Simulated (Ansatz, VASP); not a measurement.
MgS: VASP beside Ansatz

```
CELL_PARAMETERS angstrom
-3.55743 3.55743 3.10693
3.55743 -3.55743 3.10693
3.55743 3.55743 -3.10693
ATOMIC_POSITIONS crystal
Mg 0.75000 0.25000 0.50000
Mg 0.25000 0.75000 0.50000
Mg 0.25000 0.25000 0.00000
Mg 0.75000 0.75000 0.00000
S 0.67900 0.17900 0.85800
S 0.17900 0.32100 0.50000
S 0.32100 0.82100 0.14200
S 0.82100 0.67900 0.50000
```

Alike in both runs: task single point; functional PBE; k mesh 6 × 6 × 6; occupations methfessel-paxton of order 1, width 0.016 eV; no spin polarisation.

|  | VASP | Ansatz |
| --- | --- | --- |
| version | VASP 6.6.1 | Ansatz 0.2.0 |
| potentials or method | VASP PAW PBE potentials, release 64 (Mg, S) | PAW plane waves |
| plane-wave cutoff (eV) | 520 | 420 |
| valence electrons in the cell | 32 | 64 |

|  | VASP | Ansatz | Ansatz less VASP |
| --- | --- | --- | --- |
| gap on the k mesh at the Fermi level (eV) | 0.62 | 0.65 | +0.022 |
| pressure (GPa) | -0.4 | -0.3 | +0.17 |
| largest component of the traceless stress (GPa) | 6.62 | 6.67 | +0.052 |
| rms of the force components (eV/Å) | 0.458 | 0.459 | +0.0004 |

Atom by atom the forces differ by 0.000 eV/Å (rms over components). With one functional, cell and mesh, what is left measures potentials, basis and numerics. The two sets of potentials don't hold the same shells in valence.

Caveats: forces of over 1 eV/Å show positions far from the minimum, so gaps and moduli don't describe the material at rest.
